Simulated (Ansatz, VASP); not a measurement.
## One calculation of Hg, two programs

INCAR

```
SYSTEM = Hg
  PREC = Accurate
  ENCUT = 520
  EDIFF = 1E-6
  ISMEAR = 0
  SIGMA = 0.1
  LREAL = .False.
  LASPH = .True.
  NELM = 100
  ALGO = Normal
  ISIF = 2
  LWAVE = .False.
  LCHARG = .False.
  GGA = PE
  NBANDS = 25
```

KPOINTS

```
Automatic mesh
0
Gamma
  6 6 4
  0 0 0
```

POSCAR

```
Hg
1.0
    4.6150545443      0.0000000000      0.0000000000
   -2.3075272722      3.9967544752      0.0000000000
    0.0000000000      0.0000000000      5.2447971963
Hg
3
Direct
    0.2170000000      0.0000000000      0.1666666667
    0.0000000000      0.2170000000      0.8333333333
    0.7830000000      0.7830000000      0.5000000000
```

Input for Ansatz:

```yaml
crystal:
  lattice:
    - [4.6150545443, 0.0, 0.0]
    - [-2.3075272722, 3.9967544752, 0.0]
    - [0.0, 0.0, 5.2447971963]
  atoms:
    - { symbol: Hg, position: [0.217, 0.0, 0.1666666667] }
    - { symbol: Hg, position: [0.0, 0.217, 0.8333333333] }
    - { symbol: Hg, position: [0.783, 0.783, 0.5] }
basis:
  ecutwfc: 420
kpoints:
  mp_grid: { grid: [6, 6, 4] }
hamiltonian:
  xc: pbe
scf:
  occupations: { method: gaussian, width: 0.1 }
  lower_state_search: "off"
output:
  forces: true
  stress: true
  eigenvalues: true
```

Alike in both runs: task single point; functional PBE; k mesh 6 × 6 × 4; occupations gaussian, width 0.1 eV; no spin polarisation.

|  | VASP | Ansatz |
| --- | --- | --- |
| version | VASP 6.6.1 | Ansatz 0.2.0 |
| potentials or method | VASP PAW PBE potentials, release 64 (Hg) | scalar-relativistic, plane waves, PAW |
| plane-wave cutoff (eV) | 520 | 420 |
| valence electrons in the cell | 36 | 60 |

Ansatz gave:

- gap on the k mesh at the Fermi level (eV): none
- pressure (GPa): 12.2
- largest component of the traceless stress (GPa): 8.55
- rms of the force components (eV/Å): 2.454

Q: What did VASP give for the same quantities?

A: gap on the k mesh at the Fermi level (eV): none; pressure (GPa): 13.1; largest component of the traceless stress (GPa): 9.03; rms of the force components (eV/Å): 2.609.

Atom by atom the forces differ by 0.154 eV/Å (rms over components). A gap of «none» marks a metal or a gap that the smearing closes. The functional is the same, so the differences come from potentials, cutoffs and numerics. The two sets of potentials don't hold the same shells in valence.

Caveats: forces of over 1 eV/Å show positions far from the minimum, so gaps and moduli don't describe the material at rest. The runs have no spin-orbit coupling, so splittings on Hg are missing.
